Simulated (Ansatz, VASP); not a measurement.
## Ru: VASP beside Ansatz

INCAR

```
SYSTEM = Ru
ALGO     = Fast           ! electronic algorithm
EDIFF    = 1E-7           ! SCF threshold, eV
ENCUT    = 520            ! plane-wave cutoff, eV
GGA      = PS             ! functional
ISIF     = 2              ! what is computed and relaxed
ISMEAR   = 0              ! smearing method
LASPH    = .TRUE.         ! aspherical terms in the spheres
LCHARG   = .FALSE.        ! write CHGCAR
LREAL    = .FALSE.        ! projectors in reciprocal space
LWAVE    = .FALSE.        ! write WAVECAR
NBANDS   = 21             ! bands
NELM     = 60             ! most SCF steps
PREC     = Accurate       ! precision mode
SIGMA    = 0.15           ! smearing width, eV
```

Contents of KPOINTS:

```
k-points
0
G
  21 21 12
  0 0 0
```

Contents of POSCAR:

```
Ru
1.0
    2.6169542581      0.0000000000      0.0000000000
   -1.3084771290      2.2663488681      0.0000000000
    0.0000000000      0.0000000000      4.2043987111
Ru
2
Direct
    0.3333333333      0.6666666667      0.2500000000
    0.6666666667      0.3333333333      0.7500000000
```

Input for Ansatz:

```yaml
crystal:
  lattice:
    - [2.6169542581, 0.0, 0.0]
    - [-1.308477129, 2.2663488681, 0.0]
    - [0.0, 0.0, 4.2043987111]
  atoms:
    - { symbol: Ru, position: [0.3333333333, 0.6666666667, 0.25] }
    - { symbol: Ru, position: [0.6666666667, 0.3333333333, 0.75] }
basis:
  ecutwfc: 420
kpoints:
  mp_grid: { grid: [21, 21, 12] }
hamiltonian:
  xc: pbesol
  pseudopotentials: { kind: paw, azcp: { folder: soft_1 } }
scf:
  occupations: { method: gaussian, width: 0.15 }
output:
  forces: true
  stress: true
  eigenvalues: true
```

Alike in both runs: task single point; functional PBEsol; k mesh 21 × 21 × 12; occupations gaussian, width 0.15 eV; no spin polarisation.

```csv
,VASP,Ansatz
version,VASP 6.6.1,Ansatz 0.2.0
potentials or method,"VASP PAW PBE potentials, release 64 (Ru_pv)","scalar-relativistic, plane waves, PAW"
plane-wave cutoff (eV),520,420
valence electrons in the cell,28,32
```

|  | VASP | Ansatz | Ansatz less VASP |
| --- | --- | --- | --- |
| gap on the k mesh at the Fermi level (eV) | none | none | - |
| pressure (GPa) | 26.9 | 26.9 | +0.01 |
| largest component of the traceless stress (GPa) | 6.04 | 6.05 | +0.007 |

A gap of «none» marks a metal or a gap that the smearing closes. The functional is the same, so the differences come from potentials, cutoffs and numerics. The two sets of potentials don't hold the same shells in valence. Ansatz warned: «pseudo_functional_mismatch».

Caveats: so large a pressure means that the cell lies far from this level's equilibrium, or that cutoff or potentials fall short (VASP); the potentials were made for another functional, which shifts forces and pressure (VASP).
